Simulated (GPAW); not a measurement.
Crystal: Ru.

```xyz
2
Lattice="2.7058 0.0000 0.0000 -1.3529 2.3433 0.0000 0.0000 0.0000 4.2819" Properties=species:S:1:pos:R:3 pbc="T T T"
Ru    1.3529    0.7811    3.2114
Ru    0.0000    1.5622    1.0705
```

```yaml
Program: GPAW 26.7.0
Task: relaxation of cell and atoms
Functional: PBEint
Potentials_or_basis: PAW data sets generated in the run's folder for this functional
Cutoff: 600 eV
Basis: pw
k_mesh: 8 × 8 × 5
Occupations: fermi-dirac, width 0.05 eV
Spin: no spin polarisation
```

At the start: pressure -5.3 GPa; volume 13.57 Å³/atom.

Question: How do energy, volume and symmetry change on relaxing?

Answer: Over 3 steps the energy falls by 3.3 meV/atom and the volume is 13.35 Å³/atom (-1.6 %); space group P6_3/mmc (No. 194, to 0.05 Å).

Step by step:
```csv
step,energy change (eV),largest force (eV/Å),pressure (GPa),volume (Å³)
1,0.0000,0.0000,-5.32,27.15
2,-0.0057,0.0000,-2.22,26.89
3,-0.0066,0.0000,0.06,26.71
```

Final structure:
```xyz
2
Lattice="2.6919 0.0000 0.0000 -1.3459 2.3312 0.0000 0.0000 0.0000 4.2556" Properties=species:S:1:pos:R:3 pbc="T T T"
Ru    1.3459    0.7771    3.1917
Ru    0.0000    1.5542    1.0639
```

Caveat: later steps reuse the first step's grids.
